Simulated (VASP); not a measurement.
# GaAs (F-43m) in VASP: relaxation of cell and atoms with r2SCAN

Aim: the relaxation of cell and atoms of GaAs with r2SCAN.

Program: VASP 6.6.1. These are calculated values, not measurements. Logs are shortened: lines on timing, memory, paths and dates and some standing lists are left out, and cuts for length are marked.

## Step 1: The crystal as given

The structure is cubic, space group F-43m (No. 216). Conventional cell: a = 5.654 Å, b = 5.654 Å, c = 5.654 Å, α = 90.00°, β = 90.00°, γ = 90.00°. Ga (site symmetry -43m) has 4 As at 2.45 Å as nearest neighbours. As (site symmetry -43m) has 4 Ga at 2.45 Å as nearest neighbours.

## Step 2: Relaxation of cell and atoms, r2SCAN

The input, INCAR:

```
SYSTEM = GaAs
ALGO     = Normal         ! electronic algorithm
EDIFF    = 1E-7           ! SCF threshold, eV
EDIFFG   = -0.004         ! ionic threshold
ENCUT    = 600            ! plane-wave cutoff, eV
IBRION   = 2              ! ionic algorithm
ISIF     = 3              ! what is computed and relaxed
ISMEAR   = 0              ! smearing method
LASPH    = .True.         ! aspherical terms in the spheres
LCHARG   = .False.        ! write CHGCAR
LMIXTAU  = .True.       
LREAL    = .False.        ! projectors in reciprocal space
LWAVE    = .False.        ! write WAVECAR
METAGGA  = R2SCAN         ! meta-GGA
NELM     = 60             ! most SCF steps
NSW      = 80             ! ionic steps
PREC     = Accurate       ! precision mode
SIGMA    = 0.02           ! smearing width, eV
```

The input, KPOINTS:

```
k-points
0
Gamma
  8 8 8
  0 0 0
```

The input, POSCAR:

```
GaAs
1.0
    0.0000000000      2.8268500000      2.8268500000
    2.8268500000      0.0000000000      2.8268500000
    2.8268500000      2.8268500000      0.0000000000
Ga As
1 1
Direct
    0.0000000000      0.0000000000      0.0000000000
    0.2500000000      0.2500000000      0.2500000000
```

Potentials or basis: VASP PAW PBE potentials, release 64 (Ga_d, As).

Command:

```bash
$ cat potpaw_PBE.64/Ga_d/POTCAR potpaw_PBE.64/As/POTCAR > POTCAR
$ mpirun -np 1 vasp_std > vasp.out
```

OUTCAR:

```text
SYSTEM = GaAs
   EDIFF = 1E-7
   EDIFFG = -0.004
   ENCUT = 600
   IBRION = 2
   ISIF = 3
   ISMEAR = 0
   LASPH = .True.
   LREAL = .False.
   METAGGA = R2SCAN
   NELM = 60
   NSW = 80
   PREC = Accurate

 ion  position               nearest neighbor table
   1  0.000  0.000  0.000-   2 2.45   2 2.45   2 2.45   2 2.45
   2  0.250  0.250  0.250-   1 2.45   1 2.45   1 2.45   1 2.45

  LATTYP: Found a face centered cubic cell.
 ALAT       =     5.6537000000

  Lattice vectors:

 A1 = (   0.0000000000,   2.8268500000,   2.8268500000)
 A2 = (   2.8268500000,   0.0000000000,   2.8268500000)
 A3 = (   2.8268500000,   2.8268500000,   0.0000000000)

Analysis of symmetry for initial positions (statically):
=====================================================================
 Subroutine PRICEL returns:
 Original cell was already a primitive cell.

 Routine SETGRP: Setting up the symmetry group for a
 face centered cubic supercell.

 Subroutine GETGRP returns: Found 24 space group operations
 (whereof 24 operations were pure point group operations)
 out of a pool of 48 trial point group operations.

The static configuration has the point symmetry T_d .

Analysis of symmetry for dynamics (positions and initial velocities):
=====================================================================
 Subroutine PRICEL returns:
 Original cell was already a primitive cell.

 Routine SETGRP: Setting up the symmetry group for a
 face centered cubic supercell.

 Subroutine GETGRP returns: Found 24 space group operations
 (whereof 24 operations were pure point group operations)
 out of a pool of 48 trial point group operations.

The dynamic configuration has the point symmetry T_d .

 Subroutine INISYM returns: Found 24 space group operations
 (whereof 24 operations are pure point group operations),
 and found     1 'primitive' translations

----------------------------------------------------------------------------------------

                                     Primitive cell

  volume of cell :      45.1792

  direct lattice vectors                    reciprocal lattice vectors
     0.000000000  2.826850000  2.826850000    -0.176875321  0.176875321  0.176875321
     2.826850000  0.000000000  2.826850000     0.176875321 -0.176875321  0.176875321
     2.826850000  2.826850000  0.000000000     0.176875321  0.176875321 -0.176875321

  length of vectors
     3.997769609  3.997769609  3.997769609     0.306357042  0.306357042  0.306357042

  position of ions in fractional coordinates (direct lattice)
     0.000000000  0.000000000  0.000000000
     0.250000000  0.250000000  0.250000000

  ion indices of the primitive-cell ions
   primitive index   ion index
                 1           1
                 2           2

----------------------------------------------------------------------------------------

 KPOINTS: k-points

Automatic generation of k-mesh.
 Grid dimensions read from file:
 generate k-points for:    8    8    8

 Generating k-lattice:

  Cartesian coordinates                     Fractional coordinates (reciprocal lattice)
    -0.022109415  0.022109415  0.022109415     0.125000000  0.000000000  0.000000000
     0.022109415 -0.022109415  0.022109415     0.000000000  0.125000000  0.000000000
     0.022109415  0.022109415 -0.022109415     0.000000000  0.000000000  0.125000000

  Length of vectors
     0.038294630  0.038294630  0.038294630

  Shift w.r.t. Gamma in fractional coordinates (k-lattice)
     0.000000000  0.000000000  0.000000000

 Subroutine IBZKPT returns following result:
 ===========================================

 Found     29 irreducible k-points:

 Following reciprocal coordinates:
            Coordinates               Weight
  0.000000  0.000000  0.000000      1.000000
  0.125000  0.000000  0.000000      8.000000
  0.250000  0.000000  0.000000      8.000000
  0.375000  0.000000  0.000000      8.000000
  0.500000  0.000000  0.000000      4.000000
  0.125000  0.125000  0.000000      6.000000
[... 16 lines left out ...]
  0.500000  0.250000  0.125000     48.000000
 -0.375000  0.250000  0.125000     24.000000
 [... further k-points ...]
   k-points           NKPTS =     29   k-points in BZ     NKDIM =     29   number of bands    NBANDS=     13
   number of dos      NEDOS =    301   number of ions     NIONS =      2
   total plane-waves  NPLWV =  32768
   dimension x,y,z NGX =    32 NGY =   32 NGZ =   32
   dimension x,y,z NGXF=    64 NGYF=   64 NGZF=   64
   ions per type =               1   1
   NGX,Y,Z   is equivalent  to a cutoff of  13.31, 13.31, 13.31 a.u.
   NGXF,Y,Z  is equivalent  to a cutoff of  26.61, 26.61, 26.61 a.u.
 SYSTEM =  GaAs
   PREC   = accura    normal or accurate (medium, high low for compatibility)
   ISTART =      0    job   : 0-new  1-cont  2-samecut
   ICHARG =      2    charge: 1-file 2-atom 10-const
   ISPIN  =      1    spin polarized calculation?
   LNONCOLLINEAR =      F non collinear calculations
   LSORBIT =      F    spin-orbit coupling
   LASPH  =      T    aspherical Exc in radial PAW
   ENCUT  =  600.0 eV  44.10 Ry    6.64 a.u.   7.98  7.98  7.98*2*pi/ulx,y,z
   NELM   =     60;   NELMIN=  2; NELMDL= -5     # of ELM steps
   EDIFF  = 0.1E-06   stopping-criterion for ELM
   LREAL  =      F    real-space projection
   EDIFFG = -.4E-02   stopping-criterion for IOM
   NSW    =     80    number of steps for IOM
   IBRION =      2    ionic relax: 0-MD 1-quasi-New 2-CG
   NFREE  =      1    steps in history (QN), initial steepest desc. (CG)
   ISIF   =      3    stress and relaxation
   ISYM   =      2    0-nonsym 1-usesym 2-fastsym
   POTIM  = 0.5000    time-step for ionic-motion
   TEBEG  =    0.0;   TEEND  =   0.0 temperature during run
   PSTRESS=    0.0 pullay stress
   NELECT =      18.0000    total number of electrons
   NUPDOWN=      -1.0000    fix difference up-down
   EMIN   =  10.00;   EMAX   =-10.00  energy-range for DOS
   EFERMI =   0.00;   METHOD = LEGACY
   ISMEAR =     0;   SIGMA  =   0.02  broadening in eV -4-tet -1-fermi 0-gaus
   EFERMI_NEDOS =   21; number of points for ismear=-14 and -15
   IALGO  =     38    algorithm
   IMIX   =      4    mixing-type and parameters
     AMIX     =   0.40;   BMIX     =  1.00
     AMIX_MAG =   1.60;   BMIX_MAG =  1.00
  volume/ion in A,a.u.               =      22.59       152.44
  Fermi-wavevector in a.u.,A,eV,Ry     =   1.204628  2.276417 19.743799  1.451128
  Thomas-Fermi vector in A             =   2.340347
   LORBIT       =      0    0 simple, 1 ext, 2 COOP (PROOUT), +10 PAW based schemes
   METAGGA = R2SCAN    functional components
   LHFCALC =     F    Hartree Fock is set to
   AEXX    =    0.0000 exact exchange contribution
   IVDW    =     0    specifies the selected vdW correction
   LEPSILON=     F    determine dielectric tensor
   LRPA    =     F    only Hartree local field effects (RPA)
 conjugate gradient relaxation of ions
 non-spin polarized calculation
 Gauss-broadening in eV      SIGMA  =   0.02
  energy-cutoff  :      600.00
  volume of cell :       45.18
 maximum number of plane-waves:      1540
   NGX = 15   NGY = 15   NGZ = 15

--------------------------------------- Ionic step        1  -------------------------------------------

 number of electron      18.0000011 magnetization

 Free energy of the ion-electron system (eV)
  ---------------------------------------------------
  ext. energy  EPLUGINS =         0.00000000
  ---------------------------------------------------
  free energy    TOTEN  =       -27.05341466 eV

  energy without entropy =      -27.05341466  energy(sigma->0) =      -27.05341466

------------------------ aborting loop because EDIFF is reached ----------------------------------------

  FORCE on cell =-STRESS in cart. coord.  units (eV):
  Direction    XX          YY          ZZ          XY          YZ          ZX
  --------------------------------------------------------------------------------------
  -------------------------------------------------------------------------------------
  Total        0.1623026      0.1623026      0.1623026      0.0000000      0.0000000      0.0000000
  in kB        5.7556967      5.7556967      5.7556967      0.0000000      0.0000000      0.0000000
  external PRESSURE =       5.7556967 kB  Pullay stress =       0.0000000 kB
[... 93 lines left out ...]
  energy  without entropy=      -27.0539883432  energy(sigma->0) =      -27.05398834

--------------------------------------- Ionic step        4  -------------------------------------------

 number of electron      18.0000010 magnetization

 Free energy of the ion-electron system (eV)
  ---------------------------------------------------
  ext. energy  EPLUGINS =         0.00000000
  ---------------------------------------------------
  free energy    TOTEN  =       -27.05398676 eV

  energy without entropy =      -27.05398676  energy(sigma->0) =      -27.05398676

 E-fermi :   3.7419     XC(G=0): -10.2179

 val. band max:        3.6063136468   @ k =   0.0000   0.0000   0.0000
 cond. band min:       4.5394156787   @ k =   0.0000   0.0000   0.0000
 fundamental gap:      0.9331020319
 Fermi energy:         3.7418557659

 k-point     1 :       0.0000    0.0000    0.0000
  band No.  band energies     occupation
      1     -11.6181      2.00000
      2     -11.6181      2.00000
      3     -11.6181      2.00000
      4     -11.5304      2.00000
      5     -11.5304      2.00000
      6      -9.5468      2.00000
      7       3.6063      2.00000
      8       3.6063      2.00000
      9       3.6063      2.00000
     10       4.5394      0.00000
     11       7.6445      0.00000
     12       7.6446      0.00000
     13       7.6446      0.00000
[... 353 lines left out ...]
 k-point    24 :      -0.3750    0.2500    0.1250
  band No.  band energies     occupation
      1     -11.7130      2.00000
      2     -11.5912      2.00000
      3     -11.5839      2.00000
      4     -11.5349      2.00000
      5     -11.5268      2.00000
      6      -7.3658      2.00000
      7      -3.0071      2.00000
      8       0.3375      2.00000
      9       1.6287      2.00000
     10       6.9679      0.00000
     11       8.1375      0.00000
     12      10.3638      0.00000
     13      11.7922      0.00000

 [... further k-points ...]

------------------------ aborting loop because EDIFF is reached ----------------------------------------

  FORCE on cell =-STRESS in cart. coord.  units (eV):
  Direction    XX          YY          ZZ          XY          YZ          ZX
  --------------------------------------------------------------------------------------
  -------------------------------------------------------------------------------------
  Total       -0.0027885     -0.0027885     -0.0027885      0.0000000      0.0000000      0.0000000
  in kB       -0.0981206     -0.0981206     -0.0981206      0.0000000      0.0000000      0.0000000
  external PRESSURE =      -0.0981206 kB  Pullay stress =       0.0000000 kB
[... 17 lines left out ...]
  FREE ENERGIE OF THE ION-ELECTRON SYSTEM (eV)
  ---------------------------------------------------
  free  energy   TOTEN  =       -27.0539867581 eV

  energy  without entropy=      -27.0539867581  energy(sigma->0) =      -27.05398676

 reached required accuracy - stopping structural energy minimisation
```

Wall time 3.2 min (1 thread of Intel Xeon Platinum 8375C at 2.90GHz (Ice Lake), shared host); peak memory 0.21 GiB.

Results:

```
Free energy                            : -27.0540 eV
Relaxed volume                         : 22.77 Å³/atom
Relaxed cell                           : a = 4.008 Å, b = 4.008 Å, c = 4.008 Å, α = 60.00°, β = 60.00°, γ = 60.00°
Space group after relaxing (to 0.05 Å) : F-43m (No. 216)
Energy gained by relaxing              : 0.3 meV/atom
Ionic steps                            : 4
Pressure after relaxing                : 0.0 GPa
Band gap on the k mesh                 : 0.93 eV, direct
```

Step by step:
```
step  energy change (eV)  largest force (eV/Å)  pressure (GPa)  volume (Å³)
   1              0.0000                0.0000            0.58        45.18
   2             -0.0004                0.0000           -0.28        45.71
   3             -0.0006                0.0000            0.04        45.51
   4             -0.0006                0.0000           -0.01        45.53
```

Final structure:
```cif
data_structure
_symmetry_space_group_name_H-M 'P 1'
_symmetry_Int_Tables_number 1
_cell_length_a 4.0082
_cell_length_b 4.0082
_cell_length_c 4.0082
_cell_angle_alpha 60.000
_cell_angle_beta 60.000
_cell_angle_gamma 60.000
_cell_volume 45.53
loop_
_atom_site_label
_atom_site_type_symbol
_atom_site_fract_x
_atom_site_fract_y
_atom_site_fract_z
_atom_site_occupancy
Ga1 Ga 0.00000 0.00000 0.00000 1
As1 As 0.25000 0.25000 0.25000 1
```

Caveat: the PAW data sets were made with another functional, which shifts forces and pressure a little.
